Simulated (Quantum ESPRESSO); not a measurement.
# How biaxial strain moves the moments of FeGe

How does biaxial strain change the magnetic state of FeGe?

Calculated with Quantum ESPRESSO 7.5; PBE; plane waves with GBRV 1.5 PBE potentials, no spin-orbit coupling.

The database entry behind the starting cell differs from later determinations by our own check (about 0.2 % short), so it need not match the best structure at ambient conditions.

## (1) The starting structure

Symmetry: P2_13, No. 198, cubic system. Conventional cell: a = 4.689 Å, b = 4.689 Å, c = 4.689 Å, α = 90.00°, β = 90.00°, γ = 90.00°. Fe has 7 Ge at 2.38 to 2.64 Å nearest. Nearest to Ge lie 7 Fe at 2.38 to 2.64 Å. Farther neighbours are not listed.

The cell comes from the Crystallography Open Database.

## (2) Biaxial 0.96, ferro ++++

Lengths in the Cartesian xy plane scale by the factor; z is kept. Atoms keep their fractional places. Seeded atoms are those given a starting moment.

File pw.in:

```
&CONTROL
  calculation = 'scf'
  prefix = 'pwscf'
  outdir = './tmp'
  pseudo_dir = './pseudo'
  disk_io = 'nowf'
  tprnfor = .true.
  tstress = .true.
/
&SYSTEM
  ibrav = 0
  celldm(1) = 8
  nat = 8
  ntyp = 2
  ecutwfc = 40
  ecutrho = 280
  nbnd = 80
  occupations = 'smearing'
  smearing = 'fd'
  degauss = 0.00367493
  nspin = 2
  starting_magnetization(1) = 0.175
  starting_magnetization(2) = 0
/
&ELECTRONS
  conv_thr = 1.6d-08
  electron_maxstep = 150
  mixing_beta = 0.3
/
ATOMIC_SPECIES
Fe     55.8450 fe_pbe_v1.5.uspp.F.UPF
Ge     72.6300 ge_pbe_v1.4.uspp.F.UPF
CELL_PARAMETERS alat
   1.0633110958044    0.0000000000000    0.0000000000000
   0.0000000000000    1.0633110958044    0.0000000000000
   0.0000000000000    0.0000000000000    1.1076157247963
ATOMIC_POSITIONS crystal
Fe      0.1350000000    0.1350000000    0.1350000000
Fe      0.3650000000    0.8650000000    0.6350000000
Fe      0.6350000000    0.3650000000    0.8650000000
Fe      0.8650000000    0.6350000000    0.3650000000
Ge      0.8420000000    0.8420000000    0.8420000000
Ge      0.6580000000    0.1580000000    0.3420000000
Ge      0.3420000000    0.6580000000    0.1580000000
Ge      0.1580000000    0.3420000000    0.6580000000
K_POINTS automatic
6 6 6 0 0 0
```

Command:

```sh
$ OMP_NUM_THREADS=1 mpirun -n 4 pw.x -nk 4 -in pw.in > pw.out
```

Log:

```text
Program PWSCF v.7.5 starts

     Message from routine setup:
     using ibrav=0 with symmetry is DISCOURAGED, use correct ibrav instead

     K-points division:     npool     =       4
     Subspace diagonalization in iterative solution of the eigenvalue problem:

     bravais-lattice index     =            0
     lattice parameter (alat)  =       8.0000  a.u.
     unit-cell volume          =     641.1797 (a.u.)^3
     number of atoms/cell      =            8
     number of atomic types    =            2
     number of electrons       =       120.00
     number of Kohn-Sham states=           80
     kinetic-energy cutoff     =      40.0000  Ry
     charge density cutoff     =     280.0000  Ry
     scf convergence threshold =      1.6E-08
     mixing beta               =       0.3000
     number of iterations used =            8  plain     mixing
     Exchange-correlation=  SLA  PW   PBX  PBC
                           (   1   4   3   4   0   0   0)

     celldm(1)=   8.000000  celldm(2)=   0.000000  celldm(3)=   0.000000
     celldm(4)=   0.000000  celldm(5)=   0.000000  celldm(6)=   0.000000

     crystal axes: (cart. coord. in units of alat)
               a(1) = (   1.063311   0.000000   0.000000 )
               a(2) = (   0.000000   1.063311   0.000000 )
               a(3) = (   0.000000   0.000000   1.107616 )

     reciprocal axes: (cart. coord. in units 2 pi/alat)
               b(1) = (  0.940459  0.000000  0.000000 )
               b(2) = (  0.000000  0.940459  0.000000 )
               b(3) = (  0.000000  0.000000  0.902840 )

     PseudoPot. # 1 for Fe read from file:
     fe_pbe_v1.5.uspp.F.UPF
     Pseudo is Ultrasoft + core correction, Zval = 16.0

     PseudoPot. # 2 for Ge read from file:
     ge_pbe_v1.4.uspp.F.UPF
     Pseudo is Ultrasoft + core correction, Zval = 14.0

     atomic species   valence    mass     pseudopotential
     Fe               16.00    55.84500     Fe( 1.00)
     Ge               14.00    72.63000     Ge( 1.00)

     Starting magnetic structure
     atomic species   magnetization
     Fe              0.175
     Ge              0.000

      4 Sym. Ops. (no inversion) found ( 3 have fractional translation)

   Cartesian axes

     site n.     atom                  positions (alat units)
         1        Fe     tau(   1) = (   0.1435470   0.1435470   0.1495281  )
         2        Fe     tau(   2) = (   0.3881085   0.9197641   0.7033360  )
         3        Fe     tau(   3) = (   0.6752025   0.3881085   0.9580876  )
         4        Fe     tau(   4) = (   0.9197641   0.6752025   0.4042797  )
         5        Ge     tau(   5) = (   0.8953079   0.8953079   0.9326124  )
         6        Ge     tau(   6) = (   0.6996587   0.1680032   0.3788046  )
         7        Ge     tau(   7) = (   0.3636524   0.6996587   0.1750033  )
         8        Ge     tau(   8) = (   0.1680032   0.3636524   0.7288111  )

     number of k points=    64  Fermi-Dirac smearing, width (Ry)=  0.0037
                       cart. coord. in units 2pi/alat
        k(    1) = (   0.0000000   0.0000000   0.0000000), wk =   0.0046296
        k(    2) = (   0.0000000   0.0000000   0.1504734), wk =   0.0092593
        k(    3) = (   0.0000000   0.0000000   0.3009467), wk =   0.0092593
        k(    4) = (   0.0000000   0.0000000  -0.4514201), wk =   0.0046296
        k(    5) = (   0.0000000   0.1567431   0.0000000), wk =   0.0092593
        [... 59 further k-points ...]

     Dense  grid:    50735 G-vectors     FFT dimensions: (  48,  48,  48)

     Smooth grid:    21959 G-vectors     FFT dimensions: (  36,  36,  36)

     Check: negative core charge=   -0.000033
     Generating pointlists ...
     new r_m :   0.2257 (alat units)  1.8058 (a.u.) for type    1
     new r_m :   0.2257 (alat units)  1.8058 (a.u.) for type    2

     Initial potential from superposition of free atoms

     starting charge     115.9965, renormalised to     120.0000
     Starting wfcs are   88 randomized atomic wfcs

     Self-consistent Calculation

     iteration #  1     ecut=    40.00 Ry     beta= 0.30
     Davidson diagonalization with overlap
     ethr =  1.00E-02,  avg # of iterations =  3.9

     total energy              =   -1855.77716004 Ry
     estimated scf accuracy    <       3.21489981 Ry

     total magnetization       =     5.33 Bohr mag/cell
     absolute magnetization    =     6.77 Bohr mag/cell

     iteration #  2     ecut=    40.00 Ry     beta= 0.30
     Davidson diagonalization with overlap
     ethr =  2.68E-03,  avg # of iterations =  2.0

     total energy              =   -1855.84595223 Ry
     estimated scf accuracy    <       1.03741196 Ry

     total magnetization       =     5.78 Bohr mag/cell
     absolute magnetization    =     7.18 Bohr mag/cell

     [... further iterations left out ...]

     iteration # 12     ecut=    40.00 Ry     beta= 0.30
     Davidson diagonalization with overlap
     ethr =  1.33E-10,  avg # of iterations =  2.2

     total energy              =   -1856.01355354 Ry
     estimated scf accuracy    <       0.00000007 Ry

     total magnetization       =     4.00 Bohr mag/cell
     absolute magnetization    =     4.91 Bohr mag/cell

     iteration # 13     ecut=    40.00 Ry     beta= 0.30
     Davidson diagonalization with overlap
     ethr =  5.82E-11,  avg # of iterations =  2.0

     Magnetic moment per site  (integrated on atomic sphere of radius R)
     atom   1 (R=0.226)  charge= 14.2023  magn=  1.0877
     atom   2 (R=0.226)  charge= 14.2023  magn=  1.0877
     atom   3 (R=0.226)  charge= 14.2023  magn=  1.0877
     atom   4 (R=0.226)  charge= 14.2023  magn=  1.0877
     atom   5 (R=0.226)  charge= 11.5947  magn= -0.0453
     atom   6 (R=0.226)  charge= 11.5947  magn= -0.0453
     atom   7 (R=0.226)  charge= 11.5947  magn= -0.0453
     atom   8 (R=0.226)  charge= 11.5947  magn= -0.0453

     End of self-consistent calculation

     Number of k-points >= 100: set verbosity='high' to print the bands.

     the Fermi energy is    18.1859 ev

!    total energy              =   -1856.01355363 Ry
     estimated scf accuracy    <          4.4E-09 Ry
     smearing contrib. (-TS)   =      -0.00373071 Ry
     internal energy E=F+TS    =   -1856.00982292 Ry

     The total energy is F=E-TS. E is the sum of the following terms:
     one-electron contribution =    -828.93578999 Ry
     hartree contribution      =     525.01014502 Ry
     xc contribution           =    -351.16323549 Ry
     ewald contribution        =   -1200.92094246 Ry

     total magnetization       =     4.00 Bohr mag/cell
     absolute magnetization    =     4.91 Bohr mag/cell

     convergence has been achieved in  13 iterations

     Forces acting on atoms (cartesian axes, Ry/au):

     atom    1 type  1   force =     0.00612195    0.01149573   -0.00038880
     atom    2 type  1   force =    -0.00612195   -0.01149573   -0.00038880
     atom    3 type  1   force =     0.00612195   -0.01149573    0.00038880
     atom    4 type  1   force =    -0.00612195    0.01149573    0.00038880
     atom    5 type  2   force =     0.00322946    0.00254787   -0.00235121
     atom    6 type  2   force =    -0.00322946   -0.00254787   -0.00235121
     atom    7 type  2   force =     0.00322946   -0.00254787    0.00235121
     atom    8 type  2   force =    -0.00322946    0.00254787    0.00235121

     Total force =     0.027729     Total SCF correction =     0.000194

     Computing stress (Cartesian axis) and pressure

          total   stress  (Ry/bohr**3)                   (kbar)     P=      134.52
   0.00108471   0.00000000   0.00000000          159.57        0.00        0.00
   0.00000000   0.00109070   0.00000000            0.00      160.45        0.00
   0.00000000   0.00000000   0.00056799            0.00        0.00       83.55

=------------------------------------------------------------------------------=
   JOB DONE.
=------------------------------------------------------------------------------=
```

The job ended after 2.7 min (4 MPI ranks of Arm Neoverse V2, shared host; peak memory 0.83 GiB).

Spin moment in the atom's sphere by atom:

| atom | spin moment in the atom's sphere (μB) |
| --- | --- |
| Fe1 | 1.09 |
| Fe2 | 1.09 |
| Fe3 | 1.09 |
| Fe4 | 1.09 |
| Ge5 | -0.05 |
| Ge6 | -0.05 |
| Ge7 | -0.05 |
| Ge8 | -0.05 |

Read from the output:

| Quantity | Value |
| --- | --- |
| smearing term TS | 0.05076 eV |
| pressure | 13.45 GPa |
| magnetization | 4.003 μB |
| absolute magnetization | 4.912 μB |
| final state | ferromagnetic |

## (3) Biaxial 0.96, antiferro ++--

Edit pw.in of step 2 so:

```diff
@@ -13,6 +13,6 @@
   nat = 8
-  ntyp = 2
+  ntyp = 3
   ecutwfc = 40
   ecutrho = 280
-  nbnd = 80
+  nbnd = 74
   occupations = 'smearing'
@@ -22,3 +22,4 @@
   starting_magnetization(1) = 0.175
-  starting_magnetization(2) = 0
+  starting_magnetization(2) = -0.175
+  starting_magnetization(3) = 0
 /
@@ -30,3 +31,4 @@
 ATOMIC_SPECIES
-Fe     55.8450 fe_pbe_v1.5.uspp.F.UPF
+Fe1    55.8450 fe_pbe_v1.5.uspp.F.UPF
+Fe2    55.8450 fe_pbe_v1.5.uspp.F.UPF
 Ge     72.6300 ge_pbe_v1.4.uspp.F.UPF
@@ -37,6 +39,6 @@
 ATOMIC_POSITIONS crystal
-Fe      0.1350000000    0.1350000000    0.1350000000
-Fe      0.3650000000    0.8650000000    0.6350000000
-Fe      0.6350000000    0.3650000000    0.8650000000
-Fe      0.8650000000    0.6350000000    0.3650000000
+Fe1     0.1350000000    0.1350000000    0.1350000000
+Fe1     0.3650000000    0.8650000000    0.6350000000
+Fe2     0.6350000000    0.3650000000    0.8650000000
+Fe2     0.8650000000    0.6350000000    0.3650000000
 Ge      0.8420000000    0.8420000000    0.8420000000
```

Log:

```text
     [... lines left out ...]
Program PWSCF v.7.5 starts
     [... lines left out ...]
     number of atoms/cell      =            8
     [... lines left out ...]
     number of electrons       =       120.00
     number of Kohn-Sham states=           74
     kinetic-energy cutoff     =      40.0000  Ry
     charge density cutoff     =     280.0000  Ry
     scf convergence threshold =      1.6E-08
     [... lines left out ...]
      2 Sym. Ops. (no inversion) found ( 1 have fractional translation)
     [... lines left out ...]
     number of k points=    80  Fermi-Dirac smearing, width (Ry)=  0.0037
     [... lines left out ...]
     iteration # 24     ecut=    40.00 Ry     beta= 0.30
     [... lines left out ...]
     Magnetic moment per site  (integrated on atomic sphere of radius R)
     atom   1 (R=0.226)  charge= 14.2064  magn=  0.0014
     atom   2 (R=0.226)  charge= 14.2064  magn=  0.0014
     atom   3 (R=0.226)  charge= 14.2065  magn=  0.0010
     atom   4 (R=0.226)  charge= 14.2065  magn=  0.0010
     atom   5 (R=0.226)  charge= 11.5905  magn= -0.0001
     atom   6 (R=0.226)  charge= 11.5905  magn= -0.0001
     atom   7 (R=0.226)  charge= 11.5905  magn= -0.0001
     atom   8 (R=0.226)  charge= 11.5905  magn= -0.0001
     [... lines left out ...]
     the Fermi energy is    18.1297 ev
!    total energy              =   -1856.00473521 Ry
     estimated scf accuracy    <          5.8E-09 Ry
     smearing contrib. (-TS)   =      -0.00448346 Ry
     [... lines left out ...]
     total magnetization       =     0.00 Bohr mag/cell
     absolute magnetization    =     0.01 Bohr mag/cell
     convergence has been achieved in  24 iterations
     [... lines left out ...]
     Total force =     0.029063     Total SCF correction =     0.000125
     [... lines left out ...]
          total   stress  (Ry/bohr**3)                   (kbar)     P=      103.53
     [... lines left out ...]
```

It took 5.8 min on 4 MPI ranks; peak memory 0.96 GiB.

Spin moment in the atom's sphere by atom:

| atom | spin moment in the atom's sphere (μB) |
| --- | --- |
| Fe1 | 0.0014 |
| Fe2 | 0.0014 |
| Fe3 | 0.0010 |
| Fe4 | 0.0010 |
| Ge5 | -0.0001 |
| Ge6 | -0.0001 |
| Ge7 | -0.0001 |
| Ge8 | -0.0001 |

This step gave:

* smearing term TS: 0.06100 eV
* pressure: 10.35 GPa
* magnetization: 0 μB
* absolute magnetization: 0.006 μB
* final state: non-magnetic

## (4) Biaxial 0.96, no spin polarisation

File pw.in:

```
&CONTROL
  calculation = 'scf'
  prefix = 'pwscf'
  outdir = './tmp'
  pseudo_dir = './pseudo'
  disk_io = 'nowf'
  tprnfor = .true.
  tstress = .true.
/
&SYSTEM
  ibrav = 0
  celldm(1) = 8
  nat = 8
  ntyp = 2
  ecutwfc = 40
  ecutrho = 280
  nbnd = 74
  occupations = 'smearing'
  smearing = 'fd'
  degauss = 0.00367493
/
&ELECTRONS
  conv_thr = 1.6d-08
  electron_maxstep = 150
  mixing_beta = 0.3
/
ATOMIC_SPECIES
Fe     55.8450 fe_pbe_v1.5.uspp.F.UPF
Ge     72.6300 ge_pbe_v1.4.uspp.F.UPF
CELL_PARAMETERS alat
   1.0633110958044    0.0000000000000    0.0000000000000
   0.0000000000000    1.0633110958044    0.0000000000000
   0.0000000000000    0.0000000000000    1.1076157247963
ATOMIC_POSITIONS crystal
Fe      0.1350000000    0.1350000000    0.1350000000
Fe      0.3650000000    0.8650000000    0.6350000000
Fe      0.6350000000    0.3650000000    0.8650000000
Fe      0.8650000000    0.6350000000    0.3650000000
Ge      0.8420000000    0.8420000000    0.8420000000
Ge      0.6580000000    0.1580000000    0.3420000000
Ge      0.3420000000    0.6580000000    0.1580000000
Ge      0.1580000000    0.3420000000    0.6580000000
K_POINTS automatic
6 6 6 0 0 0
```

Log:

```text
     [... lines left out ...]
Program PWSCF v.7.5 starts
     [... lines left out ...]
     number of atoms/cell      =            8
     [... lines left out ...]
     number of electrons       =       120.00
     number of Kohn-Sham states=           74
     kinetic-energy cutoff     =      40.0000  Ry
     charge density cutoff     =     280.0000  Ry
     scf convergence threshold =      1.6E-08
     [... lines left out ...]
      4 Sym. Ops. (no inversion) found ( 3 have fractional translation)
     [... lines left out ...]
     number of k points=    64  Fermi-Dirac smearing, width (Ry)=  0.0037
     [... lines left out ...]
     iteration # 11     ecut=    40.00 Ry     beta= 0.30
     [... lines left out ...]
     the Fermi energy is    18.1296 ev
!    total energy              =   -1856.00475621 Ry
     estimated scf accuracy    <       0.00000001 Ry
     smearing contrib. (-TS)   =      -0.00448399 Ry
     [... lines left out ...]
     convergence has been achieved in  11 iterations
     [... lines left out ...]
     Total force =     0.029124     Total SCF correction =     0.000090
     [... lines left out ...]
          total   stress  (Ry/bohr**3)                   (kbar)     P=      104.92
     [... lines left out ...]
```

The job ended after 67 s (4 MPI ranks; peak memory 0.65 GiB).

This step gave:

```yaml
smearing_term_ts: 0.06101 eV
pressure: 10.49 GPa
final_state: non-magnetic (no spin polarisation)
```

[end of part 1 of 2]

[Logs and program files are shortened in this print: banners, set-up blocks, solver, clock and traceback lines can be left out without a mark of their own.]

[Logs are printed without paths, hosts, clocks, repeated set-up lines and the standing remarks that a program may print on its own settings, such as how far it seeks lower states.]

[Hosts, paths, dates, database ids (printed as entryN), source tags and the programs' standing remarks are cut or masked in the printed files.]

[Where a cell is said to come from a database of computed structures, the database is the Materials Project.]
